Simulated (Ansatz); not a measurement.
Runs of Ansatz 0.2.0 on MoSe2. The structure is hexagonal, space group P6_3/mmc (No. 194). Conventional cell: a = 3.288 Å, b = 3.288 Å, c = 12.900 Å, α = 90.00°, β = 90.00°, γ = 120.00°. Around Mo (site symmetry -6m2) lie 6 Se at 2.49 Å. Around Se (site symmetry 3m) lie 3 Mo at 2.49 Å. 

| task | level | potentials or basis | U | cell | k mesh | cutoff (eV) | points for each segment of the path | hubbard projectors | double counting | mesh quality | gap on the mesh (eV) | pressure (GPa) | relaxed volume (Å³/atom) | largest force (eV/Å) |
| --- | --- | --- | --- | --- | --- | --- | --- | --- | --- | --- | --- | --- | --- | --- |
| band structure | m-r2SCAN | Ansatz PAW | - | as given | 9 × 9 × 2 | 500 | 14 | - | - | not flagged | 0.96 | 6.7 | - | (c) |
| relaxation of cell and atoms | revPBE+D3(BJ) | Ansatz PAW | - | relaxed | 9 × 9 × 2 | 420 | - | - | - | not flagged | 0.73 | 0.0 | 18.94 | 0.01 |
| single point | PBE | Ansatz PAW | - | as given | 4 × 4 × 1 | 420 | - | - | - | coarse | 1.14 | 7.8 | - | (b) |
| relaxation of cell and atoms | PBE+U | Ansatz PAW | Mo d U = 8 eV | relaxed | 9 × 9 × 2 | 420 | - | ortho-atomic (the default) | fll (the default) | not flagged | (a) | 0.0 | 25.65 | - |

Alike in all rows: no spin polarisation; smearing fermi-dirac 0.05 eV.

Question: Fill in the values left out.

Answer: (a) 1.01; (b) 1.06; (c) 0.89.

Caveats: some runs use coarse meshes; the cell's inner coordinates are idealised or old, which leaves forces on the atoms (some runs); the PAW data sets come from PBE, with cores solved anew for the run's functional, which leaves a small shift of forces and pressure (some runs); odd divisions of the mesh miss points on the zone boundary, where band edges often lie, so the gap on the mesh can be too wide (some runs); the plane-wave basis is chosen anew once the cell has moved, so the energies of steps on either side of that aren't comparable (some runs); this functional lacks dispersion, which binds the layers, so the pressure and a relaxed spacing across them are unreliable (some runs); the volume moved by over 15 % at a fixed basis, so the end points are rough (some runs); this functional lacks dispersion, which binds the layers, so the pressure and a relaxed spacing across them are unreliable, and here the layers came unbound (some runs).

A k mesh can miss the band edges, and the runs leave out spin-orbit coupling on Mo, Se.
